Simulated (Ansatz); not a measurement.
# AlN: stress in a strained cell

AlN is deformed so: equal xy, yz and zx engineering shear strains of +1 %. What stress and forces result, by LAPW, PAW and all-electron datasets made for the crystal?

Method: DFT PBE, scalar-relativistic, in Ansatz 0.2.0.

## Step 1: The starting structure

The structure is hexagonal, space group P6_3mc (No. 186). The conventional cell has a = 3.111 Å, b = 3.111 Å, c = 4.978 Å, α = 90.00°, β = 90.00°, γ = 120.00°. Around Al (site symmetry 3m) lie 4 N at 1.89 to 1.92 Å. Around N (site symmetry 3m) lie 4 Al at 1.89 to 1.92 Å.

Coordinates:

```cif
data_structure
_symmetry_space_group_name_H-M 'P6_3mc'
_symmetry_Int_Tables_number 186
_cell_length_a 3.1110
_cell_length_b 3.1110
_cell_length_c 4.9780
_cell_angle_alpha 90.000
_cell_angle_beta 90.000
_cell_angle_gamma 120.000
_cell_volume 41.72
loop_
_atom_site_label
_atom_site_type_symbol
_atom_site_symmetry_multiplicity
_atom_site_Wyckoff_symbol
_atom_site_fract_x
_atom_site_fract_y
_atom_site_fract_z
_atom_site_occupancy
Al1 Al 2 b 0.33333 0.66667 0.00000 1
N1 N 2 b 0.33333 0.66667 0.38500 1
```

The file gives the conventional cell by its symmetry; the runs use the cell typed in the input.

Atoms are numbered in the order of the input: Al1, Al2, N3, N4.

## Step 2: After the deformation

Space group P6_3mc before, P1 after.

## Step 3: LAPW, all electrons

File input.yaml:

```yaml
crystal:
  lattice:
    - [3.1110021516, 0.0155550108, 0.0155550108]
    - [-1.5420300413, 2.6864293891, 0.0056935291]
    - [0.02489, 0.02489, 4.978]
  atoms:
    - { symbol: Al, position: [0.3333333333, 0.6666666667, 0.0] }
    - { symbol: Al, position: [0.6666666667, 0.3333333333, 0.5] }
    - { symbol: "N", position: [0.3333333333, 0.6666666667, 0.385] }
    - { symbol: "N", position: [0.6666666667, 0.3333333333, 0.885] }
kpoints:
  mp_grid: { grid: [11, 11, 6] }
  band_path:
    path:
      - [0.0, 0.0, 0.0]
      - [0.0, -0.5, 0.0]
      - [0.0, 0.0, 0.5]
      - [0.0, 0.0, 0.0]
      - [-0.5, 0.0, 0.0]
      - [-0.5, 0.5, -0.5]
      - [0.0, 0.0, 0.0]
      - [-0.5, 0.0, -0.5]
      - [-0.5, 0.5, 0.0]
    npoints: 5
scf:
  occupations: { method: fermi_dirac, width: 0.02 }
hamiltonian:
  xc: pbe
  pseudopotentials: { kind: all_electron, lapw: { basis_error: 0.001 } }
output:
  forces: true
  stress: true
  eigenvalues: true
```

Started as:

```sh
$ ansatz run input.yaml --threads 1 --pin off --max-ram 4096MiB --backend cpu --events-out ev --progress --plain --runs-dir out
```

## Step 4: PAW with frozen cores

File input.yaml:

```yaml
crystal:
  lattice:
    - [3.1110021516, 0.0155550108, 0.0155550108]
    - [-1.5420300413, 2.6864293891, 0.0056935291]
    - [0.02489, 0.02489, 4.978]
  atoms:
    - { symbol: Al, position: [0.3333333333, 0.6666666667, 0.0] }
    - { symbol: Al, position: [0.6666666667, 0.3333333333, 0.5] }
    - { symbol: "N", position: [0.3333333333, 0.6666666667, 0.385] }
    - { symbol: "N", position: [0.6666666667, 0.3333333333, 0.885] }
kpoints:
  mp_grid: { grid: [11, 11, 6] }
scf:
  occupations: { method: fermi_dirac, width: 0.02 }
hamiltonian:
  xc: pbe
  pseudopotentials: { kind: paw }
output:
  forces: true
  stress: true
  eigenvalues: true
  efg: { contact_densities: true }
  write_density: true
  write_potential: true
  elf: true
  volumetric_format: npy
```

## Step 5: Datasets made for this crystal

input.yaml, as its differences from that of step 4:

```diff
@@ -16,3 +16,3 @@
   xc: pbe
-  pseudopotentials: { kind: paw }
+  pseudopotentials: { kind: all_electron, datasets: crystal }
 output:
@@ -22,5 +22 @@
   efg: { contact_densities: true }
-  write_density: true
-  write_potential: true
-  elf: true
-  volumetric_format: npy
```

(Steps that only read results are left out.)

**Question.** What will these runs give? Wanted: pressure; largest shear or deviatoric stress.

As calculated:

| quantity | value |
| --- | --- |
| pressure | LAPW 3.98, PAW 4.08, crystal datasets 3.98 GPa |
| largest shear or deviatoric stress (LAPW) | 1.80 GPa |

What this shows: The largest part of the stress beyond the pressure is 1.80 GPa in size, in the xy component; the atoms are carried along and not relaxed. No run of the undeformed cell stands beside it, so the pressure holds what the given cell had before the change. PAW: stress within 0.10 GPa of LAPW, forces within 1 meV/Å. Crystal datasets: stress within 0.01 GPa of LAPW, forces within 1 meV/Å.
